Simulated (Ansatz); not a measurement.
TiSe:

```xyz
4
Lattice="3.5590 0.0000 0.0000 -1.7795 3.0822 0.0000 0.0000 0.0000 6.2200" Properties=species:S:1:pos:R:3 pbc="T T T"
Se    1.7795    1.0274    4.6650
Se    0.0000    2.0548    1.5550
Ti    0.0000    0.0000    3.1100
Ti    0.0000    0.0000    0.0000
```

Base run:

```yaml
Program: Ansatz 0.2.0
Functional: PBE0
Potentials_or_basis: Ansatz PAW
Cutoff: "420 eV (not typed: the program's choice for these potentials)"
k_mesh: 6 × 6 × 4
Occupations: fermi-dirac, width 0.05 eV
Spin: no spin polarisation
```

Its results: band gap on the k mesh none (metal or under the smearing width); pressure 0.1 GPa.

Problem. The run is repeated on the same cell with these changes: functional from PBE0 to HSE06. What comes out?

Solution. Band gap on the k mesh none (metal or under the smearing width); pressure 0.6 GPa.

Caveats: the PAW data sets come from PBE, with cores solved anew for the run's functional, which leaves a small shift of forces and pressure; the thresholds are loose for stress.
